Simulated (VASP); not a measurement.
Ru, 6 atoms in the cell. The cell holds a slab with vacuum, 6 atoms: a = 2.719 Å, b = 2.719 Å, c = 32.303 Å, α = 90.00°, β = 90.00°, γ = 120.00°. The cell was built by a generator and needn't be a form met in nature.

```yaml
Program: VASP 6.6.1
Task: relaxation of the atoms
Functional: PBE
Potentials_or_basis: VASP PAW PBE potentials, release 64 (Ru_pv)
Cutoff: 520 eV
k_mesh: 14 × 14 × 1
Occupations: methfessel-paxton, width 0.1 eV
Spin: no spin polarisation
Dipole_correction: yes
Atoms_held_fixed_from_0: "[0]"
Further_INCAR_settings: ALGO = Normal; EDIFF = 1e-06; IBRION = 2; EDIFFG = -0.02; NSW = 90
```

Potentials or basis: VASP PAW PBE potentials, release 64 (Ru_pv).

Run with:

```sh
$ cat potpaw_PBE.64/Ru_pv/POTCAR > POTCAR
$ mpirun -np 2 vasp_std > vasp.out
```

Hardware: 2 MPI ranks on Intel(R) Xeon(R) Platinum 8559C (Emerald Rapids), on a shared host.

Estimate the wall time of this run.

Wall time 30 min on 2 MPI ranks on Intel(R) Xeon(R) Platinum 8559C (Emerald Rapids), with other jobs on the host, peak memory 0.39 GiB a rank. Counts: scf iterations 197, k points 24, ion steps 14.
